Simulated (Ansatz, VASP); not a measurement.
# Be: VASP beside Ansatz

The input INCAR:

```
  PREC = Accurate
  ENCUT = 520
  EDIFF = 1E-6
  ISMEAR = -1
  SIGMA = 0.1
  LREAL = F
  LASPH = T
  NELM = 100
  ALGO = Normal
  ISIF = 2
  LWAVE = F
  LCHARG = F
  GGA = B5
  ALDAX = 1.0
  AGGAX = 1.0
  AGGAC = 1.0
  ALDAC = 0.0
  NBANDS = 7
```

File KPOINTS:

```
Automatic mesh
0
Gamma
  20 20 20
```

POSCAR

```
Be
1.0
   -1.1989877788      1.1989877788      1.1989877788
    1.1989877788     -1.1989877788      1.1989877788
    1.1989877788      1.1989877788     -1.1989877788
Be
1
Direct
    0.0000000000      0.0000000000      0.0000000000
```

Input for Ansatz:

```yaml
crystal:
  lattice:
    - [-1.1989877788, 1.1989877788, 1.1989877788]
    - [1.1989877788, -1.1989877788, 1.1989877788]
    - [1.1989877788, 1.1989877788, -1.1989877788]
  atoms:
    - { symbol: Be, position: [0.0, 0.0, 0.0] }
hamiltonian:
  xc: blyp
  pseudopotentials:
    kind: paw
    azcp:
      Be: "pseudopotentials/Be.paw.azcp"
basis:
  ecutwfc: 420
  fft_grid_basis: typed
kpoints:
  mp_grid: { grid: [20, 20, 20], shift: [0, 0, 0] }
magnetization:
  spin_polarized: false
scf:
  occupations: { method: fermi_dirac, width: 0.1 }
  lower_state_search: "off"
output:
  stress: true
  write_density: true
  write_potential: true
  elf: true
  volumetric_format: npy
```

Alike in both runs: task single point; functional BLYP; k mesh 20 × 20 × 20; occupations fermi-dirac, width 0.1 eV; no spin polarisation.

|  | VASP | Ansatz |
| --- | --- | --- |
| version | VASP 6.6.1 | Ansatz 0.2.0 |
| potentials or method | VASP PAW PBE potentials, release 64 (Be) | plane waves (420 eV) with PAW, scalar-relativistic |
| plane-wave cutoff (eV) | 520 | 420 |
| valence electrons in the cell | 2 | 2 |

|  | VASP | Ansatz | Ansatz less VASP |
| --- | --- | --- | --- |
| pressure (GPa) | 19.2 | 19.1 | -0.11 |

The functional is the same, so the differences come from potentials, cutoffs and numerics.

Caveats: so large a pressure means that the cell lies far from this level's equilibrium, or that cutoff or potentials fall short (VASP); the potentials were made for another functional, which shifts forces and pressure (VASP).
